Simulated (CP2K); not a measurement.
Runs of CP2K 2026.2 on BN. It takes space group Fmm2 (No. 42, orthorhombic). The conventional cell has a = 2.503 Å, b = 6.991 Å, c = 4.332 Å, α = 90.00°, β = 90.00°, γ = 90.00°. N (site symmetry mm2) has 3 B at 1.44 Å as nearest neighbours. B (site symmetry mm2) has 3 N at 1.44 Å as nearest neighbours. Measurements of this composition are mostly on another form, of space group No. 194.

| potentials or basis | gap on the mesh (eV) | pressure (GPa) | largest force (eV/Å) |
| --- | --- | --- | --- |
| POTENTIAL_UZH N GTH-SCAN-q5, B GTH-SCAN-q3; DZVP-MOLOPT-SR-GTH basis | 3.95 | 2.0 | 0.01 |
| GTH_POTENTIALS N GTH-PBE-q5, B GTH-PBE-q3; DZVP-MOLOPT-SR-GTH basis | 3.95 | 4.0 | 0.01 |
| GTH_POTENTIALS N GTH-PADE-q5, B GTH-PADE-q3; DZVP-MOLOPT-SR-GTH basis | 3.96 | (b) | 0.01 |
| POTENTIAL_UZH N GTH-PBE0-q5, B GTH-PBE0-q3; DZVP-MOLOPT-SR-GTH basis | 3.96 | 3.7 | 0.01 |
| GTH_POTENTIALS N GTH-BLYP-q5, B GTH-BLYP-q3; DZVP-MOLOPT-SR-GTH basis | 3.94 | (a) | 0.01 |

Alike in all rows: task single point; level PBE; no spin polarisation; cell as given; k mesh 13 × 13 × 13; smearing fermi-dirac 0.05 eV.

**Question.** Fill in the values left out.

**Answer.** (a) 3.8; (b) -2.6.

Caveats: an odd mesh through Γ misses points on the zone boundary, where band edges often lie; the basis of atomic orbitals isn't converged, which shifts pressures, moduli and gaps; the potentials were made for another functional, which shifts forces and pressure (some runs).
